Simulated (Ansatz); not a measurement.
Runs of Ansatz 0.2.0 on Cu. It takes space group Fm-3m (No. 225, cubic). Conventional cell: a = 3.615 Å, b = 3.615 Å, c = 3.615 Å, α = 90.00°, β = 90.00°, γ = 90.00°. Cu (site symmetry m-3m) is surrounded by 12 Cu at 2.56 Å. 

| task | level | potentials or basis | cell | cutoff (eV) | smearing | gap on the mesh (eV) | pressure (GPa) | V0 of scaled cells (Å³/atom) | B0 (GPa) |
| --- | --- | --- | --- | --- | --- | --- | --- | --- | --- |
| equation of state | PBE+D4 | Ansatz PAW accurate | volume scaled by 0.92 | 1050 | methfessel-paxton 0.05 eV | - | - | 11.40 | 166 |
| equation of state | PBE | Ansatz PAW | as given | 420 | fermi-dirac 0.05 eV | - | - | 11.95 | (a) |
| projected density of states | rPW86-PBE+rVV10 | Ansatz NC | volume scaled by 1.25 | 1252 | tetrahedron | none | - | - | - |
| single point | PBE | Ansatz PAW | as given | 420 | fermi-dirac 0.05 eV | none | 1.7 | - | - |
| single point | PBE | Ansatz PAW | cell strained at random at fixed volume | 420 | fermi-dirac 0.05 eV | none | 1.7 | - | - |

Alike in all rows: no spin polarisation; k mesh 13 × 13 × 13.

Fill in the values left out.

(a) 142.

Caveats: the potentials were made for another functional, which shifts forces and pressure (some runs); the rVV10 pressure on norm-conserving files is uncertain (some runs); pairwise dispersion overbinds metals, which lowers pressure and volume (some runs); with tetrahedron occupations forces and stress needn't match the slope of the energy (some runs).

A gap of «none» marks a metal or a gap under the smearing width.
